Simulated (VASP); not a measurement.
I: band structure with PBE+D3

The system is I.

```xyz
1
Lattice="3.1029 0.0000 0.0000 0.0000 3.1029 0.0000 0.0000 0.0000 4.9171" Properties=species:S:1:pos:R:3 pbc="T T T"
I     1.5514    1.5514    0.0000
```

The cell was built by a generator and needn't be a form met in nature.

The cell isn't the ideal one: volume scaled by 0.88.

```
Program                : VASP 6.6.1
Task                   : band structure
Functional             : PBE
Dispersion             : D3
Potentials or basis    : VASP PAW PBE potentials, release 64 (I)
Cutoff                 : 520 eV
k mesh                 : 8 × 8 × 5
Occupations            : gaussian, width 0.1 eV
Spin                   : no spin polarisation
Further INCAR settings : ALGO = Fast; EDIFF = 1.00e-06; ISYM = 0
```

The band gap along the path is none (metal or under the smearing width) and the dispersion energy per atom is -0.160 eV.

Levels at the corners of the path, in eV from the Fermi level:
```
point  band 1  band 2  band 3  band 4  band 5  band 6  band 7
    Γ  -14.50   -3.40    0.97    0.97    3.39    6.93    7.90
    X  -12.82   -6.04   -1.87    2.22    5.70    6.59    7.75
    M  -11.09   -4.59   -4.59   -0.47    3.30    8.01    8.01
    Γ  -14.50   -3.40    0.97    0.97    3.39    6.93    7.90
    Z  -14.46   -4.05    0.99    0.99    7.01    7.13    8.07
    R  -12.79   -5.98   -2.35    2.24    4.02    9.66   10.42
    A  -11.06   -4.55   -4.55   -0.83    3.49    6.68    6.68
    Z  -14.46   -4.05    0.99    0.99    7.01    7.13    8.07
    X  -12.82   -6.04   -1.87    2.22    5.70    6.59    7.75
    R  -12.79   -5.98   -2.35    2.24    4.02    9.66   10.42
    M  -11.09   -4.59   -4.59   -0.47    3.30    8.01    8.01
    A  -11.06   -4.55   -4.55   -0.83    3.49    6.68    6.68
```

Wall time 19 s on 1 thread of AMD EPYC 7R43 64-Core Processor (Zen 3), with other jobs on the host, peak memory 0.12 GiB.

Caveat: the log is that of the step along the path at fixed density, whose energy, stress, charges and moments have no meaning; spin-orbit coupling is left out, which moves the levels of the heavy elements; an odd number of electrons without spin polarisation forces a metal; a magnetic or distorted state may lie lower.
